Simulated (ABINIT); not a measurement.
WS2: relaxation of cell and atoms with PBEsol

The system is WS2.

```
W S
1.0
     1.57900    0.91164    6.16333
    -1.57900    0.91164    6.16333
     0.00000   -1.82327    6.16333
W S
1 2
Direct
  0.00000 0.00000 0.00000
  0.58100 0.58100 0.58100
  0.75030 0.75030 0.75030
```

Measurements of this composition are mostly on another form, of space group No. 194.

```yaml
Program: ABINIT 10.8.3 (patched build)
Task: relaxation of cell and atoms
Functional: PBEsol
Potentials_or_basis: JTH PAW PBE v2.0
Cutoff: 544 eV
k_mesh: 8 × 8 × 8
Occupations: fermi-dirac, width 0.05 eV
Spin: no spin polarisation
Cell_freedom_optcell: 2
Cutoff_smearing_ecutsm_Ha: 0.5
Optimiser_ionmov: 2
Force_stop_Ha/bohr: 0.0001
Fine-grid_cutoff: 1088.46 eV
```

The relaxed volume is 18.27 Å³/atom, the relaxed cell is a = 6.633 Å, b = 6.633 Å, c = 6.633 Å, α = 27.47°, β = 27.47°, γ = 27.47° and the space group after relaxing (to 0.05 Å) is R3m (No. 160). The energy gained by relaxing is 3.2 meV/atom and the ionic steps are 11. The pressure after relaxing is 0.0 GPa and the band gap on the k mesh is 1.31 eV, indirect (least direct gap 2.35 eV). The valence electrons inside the program's atomic spheres are W 11.78; S 3.60, 3.61.

Forces on the atoms (eV/Å):
```
W    0.000  0.000 -0.001
S    0.000  0.000 -0.001
S    0.000  0.000  0.002
```

Step by step:
```csv
step,energy change (eV),largest force (eV/Å),pressure (GPa),volume (Å³)
1,0.0000,0.6018,-0.20,53.23
2,-0.0044,0.2984,-0.10,53.20
3,-0.0062,0.0411,0.05,53.16
4,-0.0063,0.0489,0.06,53.17
5,-0.0070,0.0829,0.16,53.27
6,-0.0072,0.0778,0.20,53.34
7,-0.0081,0.0851,0.29,53.67
8,-0.0088,0.0640,0.30,54.08
9,-0.0095,0.0328,0.18,54.53
10,-0.0096,0.0089,0.05,54.83
11,-0.0096,0.0023,0.01,54.82
```

Final structure:
```
CELL_PARAMETERS angstrom
1.57515 0.90941 6.37875
-1.57515 0.90941 6.37875
0.00000 -1.81883 6.37875
ATOMIC_POSITIONS crystal
W 0.99933 0.99933 0.99933
S 0.58406 0.58406 0.58406
S 0.74791 0.74791 0.74791
```

Levels at points of the mesh, in eV from the valence-band top:
```
           k point  band 9  band 10  band 11  band 12  band 13  band 14  band 15  band 16  band 17
(0.00, 0.00, 0.00)   -3.36    -2.09    -2.09    -1.66    -1.11     2.42     2.42     2.67     2.67
(0.50, 0.00, 0.00)   -5.14    -3.97    -2.48    -1.64    -1.57     2.48     2.76     3.73     4.12
(0.50, 0.50, 0.00)   -4.90    -3.92    -2.95    -1.77    -1.42     2.45     2.91     3.34     4.47
(0.50, 0.50, 0.50)   -3.37    -3.37    -2.07    -2.07     0.00     2.48     2.48     2.58     2.58
```

Wall time 32 min on 1 thread of Arm Neoverse V2, with other jobs on the host, peak memory 0.34 GiB.

Caveat: the PAW data sets were made with another functional, which shifts forces and pressure a little; spin-orbit coupling is left out, which moves the levels of the heavy elements. A k mesh can miss the band edges.
